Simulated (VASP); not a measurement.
Here is a VASP 6.6.1 calculation.

The input POSCAR:

```
LiHF2
1.0
    1.4669835874      0.8469633691      4.3666887241
   -1.4669835874      0.8469633691      4.3666887241
    0.0000000000     -1.6939267382      4.3666887241
Li H F
1 1 2
Direct
    0.0000000000      0.0000000000      0.0000000000
    0.5000000000      0.5000000000      0.5000000000
    0.4133018800      0.4133018800      0.4133018800
    0.5866981200      0.5866981200      0.5866981200
```

Contents of INCAR.step1:

```
PREC = Accurate ; ENCUT = 520
ISMEAR = 0 ; SIGMA = 0.1
LREAL = F ; LASPH = T
NELM = 60 ; NBANDS = 17
GGA = PE ; ALGO = Normal
EDIFF = 1E-4 ; LWAVE = T
LCHARG = F
```

Contents of INCAR.step2:

```
PREC = Accurate ; ENCUT = 520
EDIFF = 1E-6 ; ISMEAR = 0
SIGMA = 0.1 ; LREAL = F
LASPH = T ; NELM = 60
ALGO = Normal ; ISIF = 2
LWAVE = F ; LCHARG = F
METAGGA = R2SCAN ; LMIXTAU = T
NBANDS = 17 ; ISTART = 1
```

The input KPOINTS:

```
regular mesh
0
Gamma
  3 3 3
```

Potentials or basis: VASP PAW PBE potentials, release 64 (Li_sv, H, F).

Launch:

```bash
$ cat potpaw_PBE.64/Li_sv/POTCAR potpaw_PBE.64/H/POTCAR potpaw_PBE.64/F/POTCAR > POTCAR
$ cp INCAR.step1 INCAR
$ mpirun -np 1 vasp_std > vasp.out
$ cp INCAR.step2 INCAR
$ mpirun -np 1 vasp_std > vasp.out
```

(1) Predict the largest force.

(2) What does it give for the band gap on the k mesh?

Answers

(1) 0.017 eV/Å.

(2) 9.30 eV, indirect (least direct gap 9.47 eV).

Caveat: the k mesh is coarse (spacing up to 0.84 Å⁻¹), so the values aren't converged; the PAW data sets were made with another functional, which shifts forces and pressure a little; an odd mesh through Γ misses points on the zone boundary, where band edges often lie.
